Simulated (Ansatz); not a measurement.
# Nudged elastic band run: Si8NO14, charge +1

The input (input.yaml):

```yaml
crystal:
  lattice:
    - [-4.1801, -4.1801, 0.0]
    - [4.1801, -4.1801, 0.0]
    - [0.0, 0.0, 5.3356]
  atoms:
    - { symbol: Si, position: [0.44907575, 0.4988296, -0.00032441] }
    - { symbol: Si, position: [0.02622359, 0.49879315, 0.26874862] }
    - { symbol: "N", position: [0.16406445, 0.49883556, -0.0003302] }
    - { symbol: O, position: [-0.00912686, 0.19650745, 0.25085434] }
    - { symbol: O, position: [-0.00915324, 0.8010473, 0.25088053] }
    - { symbol: Si, position: [0.52388794, 0.49879054, 0.49966479] }
    - { symbol: Si, position: [0.02624953, 0.49876319, 0.73055613] }
    - { symbol: O, position: [0.21817569, 0.49874847, 0.49963879] }
    - { symbol: O, position: [-0.00908183, 0.19650941, 0.74848739] }
    - { symbol: O, position: [0.82092616, 0.49868098, 0.49968458] }
    - { symbol: O, position: [-0.00911084, 0.80105084, 0.74844818] }
    - { symbol: Si, position: [-0.00339793, -0.00124359, -0.00033537] }
    - { symbol: Si, position: [0.49988106, -0.00116418, 0.24813025] }
    - { symbol: O, position: [0.69410338, -0.00120432, -0.00034178] }
    - { symbol: O, position: [0.51543128, 0.68881377, 0.24240543] }
    - { symbol: O, position: [0.3028223, -0.00121416, -0.00032182] }
    - { symbol: O, position: [0.51534482, 0.3088, 0.24236882] }
    - { symbol: Si, position: [-0.00958429, -0.00118301, 0.49966488] }
    - { symbol: Si, position: [0.49987499, -0.00116561, 0.75121159] }
    - { symbol: O, position: [0.68895058, -0.00110453, 0.49967677] }
    - { symbol: O, position: [0.51535389, 0.6888195, 0.75692207] }
    - { symbol: O, position: [0.30199991, -0.00117642, 0.49966301] }
    - { symbol: O, position: [0.51533916, 0.30880706, 0.7569775] }
total_charge: 1
basis:
  ecutwfc: 420.0
kpoints:
  mp_grid: { grid: [2, 2, 2] }
hamiltonian:
  xc: pbe
  dispersion: d3bj
  pseudopotentials: { kind: paw, azcp: { folder: soft_1 } }
scf:
  occupations: { method: fermi_dirac, width: 0.02 }
  lower_state_search: "off"
neb:
  images: 5
  f_tol: 0.05
  initial_path: idpp
  max_iterations: 54
  final_atoms:
    - { symbol: Si, position: [0.55249626, 0.5, 0.0] }
    - { symbol: Si, position: [-0.02475216, 0.5, 0.26911692] }
    - { symbol: "N", position: [-0.16253012, 0.5, 0.0] }
    - { symbol: O, position: [0.01070403, 0.19774505, 0.25117105] }
    - { symbol: O, position: [0.01070403, 0.80225495, 0.25117105] }
    - { symbol: Si, position: [0.47769729, 0.5, 0.5] }
    - { symbol: Si, position: [-0.02475216, 0.5, 0.73088308] }
    - { symbol: O, position: [0.18054382, 0.5, 0.5] }
    - { symbol: O, position: [0.01070403, 0.19774505, 0.74882895] }
    - { symbol: O, position: [0.78327053, 0.5, 0.5] }
    - { symbol: O, position: [0.01070403, 0.80225495, 0.74882895] }
    - { symbol: Si, position: [0.00474418, 0.0, 0.0] }
    - { symbol: Si, position: [0.50171614, 0.0, 0.24842873] }
    - { symbol: O, position: [0.69864415, 0.0, 0.0] }
    - { symbol: O, position: [0.48609529, 0.69000804, 0.24271995] }
    - { symbol: O, position: [0.3073803, 0.0, 0.0] }
    - { symbol: O, position: [0.48609529, 0.30999196, 0.24271995] }
    - { symbol: Si, position: [0.01112568, 0.0, 0.5] }
    - { symbol: Si, position: [0.50171614, 0.0, 0.75157127] }
    - { symbol: O, position: [0.69952741, 0.0, 0.5] }
    - { symbol: O, position: [0.48609529, 0.69000804, 0.75728005] }
    - { symbol: O, position: [0.31267524, 0.0, 0.5] }
    - { symbol: O, position: [0.48609529, 0.30999196, 0.75728005] }
  order_check: true
```

Command:

```bash
$ ansatz run input.yaml --threads 1 --pin off --max-ram 3072MiB --backend cpu --events-out ev --progress --plain --runs-dir out
```

Output, in part (warnings, iteration lines):

```
NEB end point (image 6): max|allowed force component| = 2.628e-2 eV/Å (the criterion of neb.relax_end_points is 1.000e-2)
NEB iter   1: max|band force component| = 6.633e0 eV/Å  barrier→ = 4.9631 eV  barrier← = 4.9630 eV  Δτ_max = 0.0729 Å  (71 SCF iters)
NEB iter   2: max|band force component| = 2.644e0 eV/Å  barrier→ = 4.4360 eV  barrier← = 4.4360 eV  Δτ_max = 0.0878 Å  (35 SCF iters)
NEB iter   3: max|band force component| = 1.184e0 eV/Å  barrier→ = 4.2172 eV  barrier← = 4.2172 eV  Δτ_max = 0.0137 Å  (38 SCF iters)
NEB iter   4: max|band force component| = 8.213e-1 eV/Å  barrier→ = 4.1989 eV  barrier← = 4.1989 eV  Δτ_max = 0.0113 Å  (33 SCF iters)
NEB iter   5: max|band force component| = 1.627e-1 eV/Å  barrier→ = 4.1940 eV  barrier← = 4.1939 eV  CI = image 3  Δτ_max = 0.0172 Å  (28 SCF iters)
NEB iter   6: max|band force component| = 7.992e-2 eV/Å  barrier→ = 4.1914 eV  barrier← = 4.1913 eV  CI = image 3  Δτ_max = 0.0047 Å  (31 SCF iters)
NEB iter   7: max|band force component| = 8.128e-2 eV/Å  barrier→ = 4.1906 eV  barrier← = 4.1905 eV  CI = image 3  Δτ_max = 0.0024 Å  (26 SCF iters)
NEB iter   8: max|band force component| = 5.428e-2 eV/Å  barrier→ = 4.1903 eV  barrier← = 4.1902 eV  CI = image 3  Δτ_max = 0.0047 Å  (25 SCF iters)
NEB iter   9: max|band force component| = 4.451e-2 eV/Å  barrier→ = 4.1899 eV  barrier← = 4.1898 eV  CI = image 3  Δτ_max = 0.0043 Å  (25 SCF iters)
NEB iter  10: max|band force component| = 6.620e-2 eV/Å  barrier→ = 4.1893 eV  barrier← = 4.1893 eV  CI = image 3  Δτ_max = 0.0047 Å  (5 SCF iters)
NEB iter  11: max|band force component| = 6.132e-2 eV/Å  barrier→ = 4.1888 eV  barrier← = 4.1887 eV  CI = image 3  Δτ_max = 0.0047 Å  (25 SCF iters)
NEB iter  12: max|band force component| = 4.143e-2 eV/Å  barrier→ = 4.1884 eV  barrier← = 4.1883 eV  CI = image 3  Δτ_max = 0.0039 Å  (25 SCF iters)
NEB iter  13: max|band force component| = 6.326e-2 eV/Å  barrier→ = 4.1880 eV  barrier← = 4.1879 eV  CI = image 3  Δτ_max = 0.0047 Å  (5 SCF iters)
NEB iter  14: max|band force component| = 6.648e-2 eV/Å  barrier→ = 4.1877 eV  barrier← = 4.1877 eV  CI = image 3  Δτ_max = 0.0024 Å  (29 SCF iters)
NEB iter  15: max|band force component| = 3.135e-2 eV/Å  barrier→ = 4.1875 eV  barrier← = 4.1875 eV  CI = image 3  CI's point: of a kind that is not told: the force calls were inconclusive, a negative curvature could not be distinguished from the path's own, the only one lies far off the path, or fixed occupations may fill a level only in part  Δτ_max = 0.0000 Å  (354 SCF iters)
```

The forces met the threshold. The band force fell under the threshold earlier too, but the program's further tests of the path sent the band on. Neighbouring images differ by up to 2.3 eV, so the band resolves the path poorly. By the program's own check the climbing image is of a kind that is not told: the force calls were inconclusive, a negative curvature could not be distinguished from the path's own, the only one lies far off the path, or fixed occupations may fill a level only in part (lowest curvatures found: -14.62 and 1.01 eV/Å²). Limits of this set-up: coarse k mesh, no spin, though dangling bonds at a vacancy may carry it, a small cell, in which the defect meets its images, charged cell in a uniform background, uncorrected.

Final band:

```tsv
image	path coordinate (Å)	energy (eV)
0	0.00	0.00
1	0.39	0.87
2	0.77	3.17
3	1.16	4.19
4	1.55	3.17
5	1.93	0.87
6	2.32	0.00
```

Time of the run: 13 min on 1 thread of Arm Neoverse V1 (shared host), peak memory 0.74 GiB.
